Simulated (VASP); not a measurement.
# Se (P3_121) in VASP: notebook, part 2 of 3

VASP 6.6.1. The steps go on from the part before.

## (5) Band structure, r2SCAN-EpsX

POSCAR reads:

```
Se
1.0
    4.3662000000      0.0000000000      0.0000000000
   -2.1831000000      3.7812401180      0.0000000000
    0.0000000000      0.0000000000      4.9536000000
Se
3
Direct
    0.7746000000      0.7746000000      0.0000000000
    0.0000000000      0.2254000000      0.6666666667
    0.2254000000      0.0000000000      0.3333333333
```

INCAR.step1 reads:

```
SYSTEM = Se
PREC = Accurate ; ENCUT = 520
EDIFF = 1E-8 ; ISMEAR = 0
SIGMA = 0.02 ; LREAL = .FALSE.
LASPH = .TRUE. ; NELM = 80
ALGO = Normal ; ISIF = 2
LWAVE = .FALSE. ; LCHARG = .FALSE.
GGA = PE ; LEPSILON = .TRUE.
KPAR = 4
```

KPOINTS.step1 reads:

```
Automatic mesh
0
G
  8 8 6
  0 0 0
```

INCAR.step2 reads:

```
SYSTEM = Se
PREC = Accurate ; ENCUT = 520
EDIFF = 1E-5 ; ISMEAR = 0
SIGMA = 0.02 ; LREAL = .FALSE.
LASPH = .TRUE. ; NELM = 80
ALGO = Normal ; ISIF = 2
LWAVE = .TRUE. ; LCHARG = .FALSE.
GGA = PE ; KPAR = 4
```

KPOINTS.step2 reads:

```
Automatic mesh
0
G
  6 6 4
  0 0 0
```

INCAR.step3 reads:

```
SYSTEM = Se
PREC = Accurate ; ENCUT = 520
EDIFF = 1E-6 ; ISMEAR = 0
SIGMA = 0.02 ; LREAL = .FALSE.
LASPH = .TRUE. ; NELM = 80
ALGO = Normal ; ISIF = 2
LWAVE = .FALSE. ; LCHARG = .FALSE.
METAGGA = R2SCAN ; LHFCALC = .TRUE.
AEXX = 0.0908 ; LMIXTAU = .TRUE.
PRECFOCK = Fast ; HFRCUT = -1
ISTART = 1 ; KPAR = 4
```

KPOINTS.step3 reads:

```
Automatic mesh
0
G
  6 6 4
  0 0 0
```

KPOINTS_OPT reads:

```
path GMKGALHA,LM,KH
12
line-mode
reciprocal
 0.0000000000  0.0000000000  0.0000000000  G
 0.5000000000  0.0000000000  0.0000000000  M

 0.5000000000  0.0000000000  0.0000000000  M
 0.3333333333  0.3333333333  0.0000000000  K

 0.3333333333  0.3333333333  0.0000000000  K
 0.0000000000  0.0000000000  0.0000000000  G

 0.0000000000  0.0000000000  0.0000000000  G
 0.0000000000  0.0000000000  0.5000000000  A

 0.0000000000  0.0000000000  0.5000000000  A
 0.5000000000  0.0000000000  0.5000000000  L

 0.5000000000  0.0000000000  0.5000000000  L
 0.3333333333  0.3333333333  0.5000000000  H

 0.3333333333  0.3333333333  0.5000000000  H
 0.0000000000  0.0000000000  0.5000000000  A

 0.5000000000  0.0000000000  0.5000000000  L
 0.5000000000  0.0000000000  0.0000000000  M

 0.3333333333  0.3333333333  0.0000000000  K
 0.3333333333  0.3333333333  0.5000000000  H
```

Potentials or basis: VASP PAW PBE potentials, release 64 (Se).

The run is started by

```
$ cat potpaw_PBE.64/Se/POTCAR > POTCAR
$ cp INCAR.step1 INCAR
$ cp KPOINTS.step1 KPOINTS
$ mpirun -np 4 vasp_std > vasp.out
$ cp INCAR.step2 INCAR
$ cp KPOINTS.step2 KPOINTS
$ mpirun -np 4 vasp_std > vasp.out
$ cp INCAR.step3 INCAR
$ cp KPOINTS.step3 KPOINTS
$ mpirun -np 4 vasp_std > vasp.out
```

OUTCAR:

```text
SYSTEM = Se
   PREC = Accurate
   ENCUT = 520
   EDIFF = 1E-6
   ISMEAR = 0
   LREAL = .FALSE.
   LASPH = .TRUE.
   NELM = 80
   ISIF = 2
   METAGGA = R2SCAN
   LHFCALC = .TRUE.
   AEXX = 0.0908
   PRECFOCK = Fast
   ISTART = 1

 ion  position               nearest neighbor table
   1  0.775  0.775  0.000-   2 2.37   3 2.37
   2  0.000  0.225  0.667-   1 2.37   3 2.37
   3  0.225  0.000  0.333-   1 2.37   2 2.37

  LATTYP: Found a hexagonal cell.
 ALAT       =     4.3662000000
 C/A-ratio  =     1.1345334616

  Lattice vectors:

 A1 = (   4.3662000000,   0.0000000000,   0.0000000000)
 A2 = (  -2.1831000000,   3.7812401180,   0.0000000000)
 A3 = (   0.0000000000,   0.0000000000,   4.9536000000)

Analysis of symmetry for initial positions (statically):
=====================================================================
 Subroutine PRICEL returns:
 Original cell was already a primitive cell.

 Routine SETGRP: Setting up the symmetry group for a
 hexagonal supercell.

 Subroutine GETGRP returns: Found  6 space group operations
 (whereof  2 operations were pure point group operations)
 out of a pool of 24 trial point group operations.

The static configuration has the point symmetry C_2 .
 The point group associated with its full space group is D_3 .

Analysis of symmetry for dynamics (positions and initial velocities):
=====================================================================
 Subroutine PRICEL returns:
 Original cell was already a primitive cell.

 Routine SETGRP: Setting up the symmetry group for a
 hexagonal supercell.

 Subroutine GETGRP returns: Found  6 space group operations
 (whereof  2 operations were pure point group operations)
 out of a pool of 24 trial point group operations.

The dynamic configuration has the point symmetry C_2 .
 The point group associated with its full space group is D_3 .

 Subroutine INISYM returns: Found  6 space group operations
 (whereof  2 operations are pure point group operations),
 and found     1 'primitive' translations
[... 133 lines left out ...]
   LEPSILON=     F    determine dielectric tensor
   LRPA    =     F    only Hartree local field effects (RPA)
 non-spin polarized calculation
 Gauss-broadening in eV      SIGMA  =   0.02
  energy-cutoff  :      520.00
  volume of cell :       81.78
 maximum number of plane-waves:      2216
  NGX = 18; NGY = 18; NGZ = 20

 number of electron      18.0000001 magnetization

 Free energy of the ion-electron system (eV)
  ---------------------------------------------------
  ext. energy  EPLUGINS =         0.00000000
  ---------------------------------------------------
  free energy    TOTEN  =       -41.66769936 eV

  energy without entropy =      -41.66769936  energy(sigma->0) =      -41.66769936

 E-fermi :   2.2509     XC(G=0):  -8.5542

 val. band max:        2.1635587959   @ k =   0.5000   0.0000   0.5000
 cond. band min:       3.8852922570   @ k =   0.3333   0.3333   0.5000
 fundamental gap:      1.7217334611
 Fermi energy:         2.2509397733

 k-point     1 :       0.0000    0.0000    0.0000
  band No.  band energies     occupation
      1     -14.8554      2.00000
      2     -10.3677      2.00000
      3     -10.3677      2.00000
      4      -1.9235      2.00000
      5      -1.9235      2.00000
      6      -1.8519      2.00000
      7      -0.1301      2.00000
      8      -0.1301      2.00000
      9       1.6025      2.00000
     10       4.7860      0.00000
     11       4.7860      0.00000
     12       5.0609      0.00000
     13       9.4024      0.00000
[... 354 lines left out ...]
  band No.  band energies     occupation
      1     -13.1520      2.00000
      2     -13.1520      2.00000
      3      -9.1577      2.00000
      4      -4.0088      2.00000
      5      -3.1629      2.00000
      6      -3.1629      2.00000
      7       1.0150      2.00000
      8       1.8947      2.00000
      9       1.8947      2.00000
     10       3.8853      0.00000
     11       5.6380      0.00000
     12       5.6380      0.00000
     13       9.7345      0.00000

------------------------ aborting loop because EDIFF is reached ----------------------------------------

  FORCE on cell =-STRESS in cart. coord.  units (eV):
  Direction    XX          YY          ZZ          XY          YZ          ZX
  --------------------------------------------------------------------------------------
  -------------------------------------------------------------------------------------
  Total        0.3353227      0.3353227      0.3668992      0.0000000     -0.0000000     -0.0000000
  in kB        6.5692342      6.5692342      7.1878431      0.0000000     -0.0000000     -0.0000000
  external PRESSURE =       6.7754372 kB  Pullay stress =       0.0000000 kB

 VOLUME and BASIS-vectors are now :
 -----------------------------------------------------------------------------
  energy-cutoff  :      520.00
  volume of cell :       81.78
      direct lattice vectors                 reciprocal lattice vectors
     4.366200000  0.000000000  0.000000000     0.229032110  0.132231751  0.000000000
    -2.183100000  3.781240118  0.000000000     0.000000000  0.264463501  0.000000000
     0.000000000  0.000000000  4.953600000     0.000000000  0.000000000  0.201873385

 POSITION                                       TOTAL-FORCE (eV/Angst)
 -----------------------------------------------------------------------------------
      1.69103      2.92895      0.00000         0.061196      0.105994      0.000000
     -0.49207      0.85229      3.30240         0.061196     -0.105994     -0.000000
      0.98414      0.00000      1.65120        -0.122391      0.000000     -0.000000
 -----------------------------------------------------------------------------------
    total drift:                                0.000000      0.000000     -0.000000

  FREE ENERGIE OF THE ION-ELECTRON SYSTEM (eV)
  ---------------------------------------------------
  free  energy   TOTEN  =       -41.6676993601 eV

  energy  without entropy=      -41.6676993601  energy(sigma->0) =      -41.66769936
```

It took 23 min on 4 MPI ranks of AMD EPYC 7R13 (Zen 3), shared host; peak memory 0.54 GiB.

What came out:

```
Free energy             : -41.6677 eV
Pressure                : 0.7 GPa
Largest force           : 0.122 eV/Å
Band gap on the k mesh  : 1.72 eV, indirect (least direct gap 1.99 eV)
Band gap along the path : 1.72 eV, indirect (least direct gap 1.94 eV)
```

Forces in eV/Å, atoms in the order of the input:
```
Se   0.061  0.106  0.000
Se   0.061 -0.106  0.000
Se  -0.122  0.000  0.000
```

Levels at the corners of the path, in eV from the valence-band top:
```csv
point,band 6,band 7,band 8,band 9,band 10,band 11,band 12,band 13
Γ,-4.02,-2.29,-2.29,-0.56,2.62,2.62,2.90,7.24
M,-3.72,-3.11,-1.95,-1.15,2.65,3.06,4.92,6.14
M,-3.72,-3.11,-1.95,-1.15,2.65,3.06,4.92,6.14
K,-3.05,-3.05,-2.87,-1.81,3.81,3.81,4.51,6.79
K,-3.05,-3.05,-2.87,-1.81,3.81,3.81,4.51,6.79
Γ,-4.02,-2.29,-2.29,-0.56,2.62,2.62,2.90,7.24
Γ,-4.02,-2.29,-2.29,-0.56,2.62,2.62,2.90,7.24
A,-3.64,-1.72,-1.72,-1.32,1.91,1.91,1.92,7.28
A,-3.64,-1.72,-1.72,-1.32,1.91,1.91,1.92,7.28
L,-4.55,-2.07,-1.53,0.00,2.33,3.42,3.73,7.18
L,-4.55,-2.07,-1.53,0.00,2.33,3.42,3.73,7.18
H,-5.33,-1.15,-0.27,-0.27,1.72,3.47,3.47,7.57
H,-5.33,-1.15,-0.27,-0.27,1.72,3.47,3.47,7.57
A,-3.64,-1.72,-1.72,-1.32,1.91,1.91,1.92,7.28
L,-4.55,-2.07,-1.53,0.00,2.33,3.42,3.73,7.18
M,-3.72,-3.11,-1.95,-1.15,2.65,3.06,4.92,6.14
K,-3.05,-3.05,-2.87,-1.81,3.81,3.81,4.51,6.79
H,-5.33,-1.15,-0.27,-0.27,1.72,3.47,3.47,7.57
```

Caveat: the PAW data sets were made with another functional, which shifts forces and pressure a little.

(Continued in part 3 of 3.)
